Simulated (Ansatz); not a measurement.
A run of Ansatz 0.2.0 is set up as follows.

The input input.yaml:

```yaml
crystal:
  lattice:
    - [3.6913825498, 0.0, 0.0]
    - [-1.8456912749, 3.1968310632, 0.0]
    - [0.0, 0.0, 6.04107701]
  atoms:
    - { symbol: Zr, position: [0.0, 0.0, 0.0] }
    - { symbol: S, position: [0.3333333333, 0.6666666667, 0.23790997] }
    - { symbol: S, position: [0.6666666667, 0.3333333333, 0.76209003] }
kpoints:
  mp_grid: { grid: [8, 8, 5] }
scf:
  occupations: { method: fermi_dirac, width: 0.05 }
hamiltonian:
  xc: pbesol
  pseudopotentials: { kind: all_electron, lapw: { basis_error: 0.002 } }
  hubbard:
    sites: [{ species: Zr, l: d, u_eff: 2 }]
    double_counting: fll
    projectors: ortho-atomic
output:
  forces: true
  stress: true
  eigenvalues: true
  dos: { projected: false, de: 0.2, e_range: [-10, 10] }
```

Potentials or basis: all-electron LAPW, scalar-relativistic.

Run with:

```console
$ ansatz run input.yaml --threads 2 --pin off --max-ram 8192MiB --backend cpu --events-out ev --progress --plain --runs-dir out
```

Question: What does it give for the pressure?

Answer: -0.8 GPa.

Question: Predict the largest force.

Answer: 0.041 eV/Å.

Question: Estimate the band gap on the k mesh.

Answer: 1.25 eV, indirect (least direct gap 1.88 eV).

Stress tensor (GPa, compression positive):
```
-1.01  0.00  0.00
 0.00 -1.01  0.00
 0.00  0.00 -0.53
```

Caveat: an odd mesh through Γ misses points on the zone boundary, where band edges often lie; this functional lacks dispersion, which binds the layers, so the pressure and a relaxed spacing across them are unreliable.

The gap isn't set beside the measured one, since this odd mesh misses points on the zone boundary.
